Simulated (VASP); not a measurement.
Input of a VASP 6.6.1 run:

File INCAR:

```
SYSTEM = AlN
ALGO = Normal
EDIFF = 1E-7
EDIFFG = -0.005
ENCUT = 580
GGA = PS
IBRION = 2
ISIF = 3
ISMEAR = 0
LASPH = .TRUE.
LCHARG = .FALSE.
LREAL = .FALSE.
LWAVE = .FALSE.
NELM = 80
NSW = 90
PREC = Accurate
SIGMA = 0.02
```

The input KPOINTS:

```
k-points
0
G
  10 10 10
  0 0 0
```

The input POSCAR:

```
AlN
1.0
    0.0000000000      2.0345180000      2.0345180000
    2.0345180000      0.0000000000      2.0345180000
    2.0345180000      2.0345180000      0.0000000000
Al N
1 1
Direct
    0.5000000000      0.5000000000      0.5000000000
    0.0000000000      0.0000000000      0.0000000000
```

Potentials or basis: VASP PAW PBE potentials, release 64 (Al, N).

Command:

```console
$ cat potpaw_PBE.64/Al/POTCAR potpaw_PBE.64/N/POTCAR > POTCAR
$ mpirun -np 1 vasp_std > vasp.out
```

(1) Predict the relaxed volume.

(2) What does it give for the space group after relaxing (to 0.05 Å)?

(3) Predict the band gap on the k mesh.

(4) Predict the relaxed cell.

Answers

(1) 8.27 Å³/atom.

(2) Fm-3m (No. 225).

(3) 4.55 eV, indirect (least direct gap 5.66 eV).

(4) a = 2.860 Å, b = 2.860 Å, c = 2.860 Å, α = 60.00°, β = 60.00°, γ = 60.00°.

Caveat: the PAW data sets were made with another functional, which shifts forces and pressure a little.
